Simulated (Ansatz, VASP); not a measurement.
Given: the input of a run of Ansatz 0.2.0 on PbSe (Clausthalite).

Contents of input.yaml:

```yaml
crystal:
  lattice:
    - [0.0, 3.06065, 3.06065]
    - [3.06065, 0.0, 3.06065]
    - [3.06065, 3.06065, 0.0]
  atoms:
    - { symbol: Pb, position: [0.0, 0.0, 0.0] }
    - { symbol: Se, position: [0.5, 0.5, 0.5] }
hamiltonian:
  xc: pbe
  pseudopotentials: { kind: paw }
  dispersion: d4
kpoints:
  mp_grid: { grid: [8, 8, 8] }
scf:
  occupations: { method: fermi_dirac, width: 0.05 }
output:
  forces: true
  stress: true
relax:
  f_tol: 0.01
  max_steps: 40
  cell: { stress_tol: 0.05 }
```

Potentials or basis: Ansatz PAW.

The run is started by

```bash
$ ansatz run input.yaml --threads 2 --pin off --max-ram 5632MiB --backend cpu --events-out ev --progress --plain --runs-dir out
```

Task: Set up the same calculation for VASP 6.6.1. Potentials there: VASP PAW PBE potentials, release 64 (Pb_d, Se).

Result: As run (the cutoff follows the program's own potentials):

INCAR

```
ALGO = Fast
EDIFF = 1E-6
EDIFFG = -0.005
ENCUT = 600
GGA = PE
IBRION = 2
ISIF = 3
ISMEAR = -1
IVDW = 13
LASPH = T
LCHARG = F
LREAL = F
LWAVE = F
NELM = 80
NSW = 60
PREC = Accurate
SIGMA = 0.05
```

KPOINTS

```
k-points
0
Gamma
  8 8 8
```

File POSCAR:

```
PbSe
1.0
    0.0000000000      3.0606500000      3.0606500000
    3.0606500000      0.0000000000      3.0606500000
    3.0606500000      3.0606500000      0.0000000000
Pb Se
1 1
Direct
    0.0000000000      0.0000000000      0.0000000000
    0.5000000000      0.5000000000      0.5000000000
```

Potentials or basis: VASP PAW PBE potentials, release 64 (Pb_d, Se).

The run is started by

```bash
$ cat potpaw_PBE.64/Pb_d/POTCAR potpaw_PBE.64/Se/POTCAR > POTCAR
$ mpirun -np 1 vasp_std > vasp.out
```

Both were run:

|  | VASP | Ansatz | Ansatz less VASP |
| --- | --- | --- | --- |
| relaxed volume (Å³/atom) | 28.84 | 28.84 | -0.003 |
| relaxed cell length with the largest relative difference (Å) | 4.337 | 4.337 | -0.0001 |

The two sets of potentials don't hold the same shells in valence.

 A k mesh can miss the band edges. Zero-point motion and thermal expansion aren't in these numbers.
